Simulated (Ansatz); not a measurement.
The system is Al.

```
Al
1.0
     0.00000    2.02481    2.02481
     2.02481    0.00000    2.02481
     2.02481    2.02481    0.00000
Al
1
Cartesian
  0.0000 0.0000 0.0000
```

```yaml
Program: Ansatz 0.2.0
Task: relaxation of cell and atoms
Functional: r2SCAN
Dispersion: D3(BJ)
Potentials_or_basis: Ansatz PAW
Cutoff: "500 eV (not typed: the program's choice for these potentials)"
k_mesh: 11 × 11 × 11
Occupations: fermi-dirac, width 0.05 eV
Spin: no spin polarisation
```

At the start: volume 16.60 Å³/atom.

**Question.** Where does the relaxation end?

**Answer.** It ends after 5 steps and the volume is 15.66 Å³/atom (-5.7 %); space group Fm-3m (No. 225, to 0.05 Å).

The path:
```
step  energy change (eV)  largest force (eV/Å)  volume (Å³)
   1              0.0000                0.0000        16.60
   2             -0.0142                0.0000        15.42
   3             -0.0152                0.0000        15.68
   4             -0.0152                0.0000        15.66
   5             -0.0152                0.0000        15.66
```

Final structure:
```
CELL_PARAMETERS angstrom
0.00000 1.98567 1.98567
1.98567 0.00000 1.98567
1.98567 1.98567 0.00000
ATOMIC_POSITIONS crystal
Al 0.00000 0.00000 0.00000
```

The cell as given is a measured one (16.60 Å³/atom); r2SCAN+D3(BJ) puts the equilibrium volume -5.7 % from it, thermal expansion not counted.

Caveat: the plane-wave basis is chosen anew once the cell has moved, so the energies of steps on either side of that aren't comparable; the PAW data sets come from PBE, with cores solved anew for the run's functional, which leaves a small shift of forces and pressure; the dispersion damping was fitted for another functional or another form of the correction.
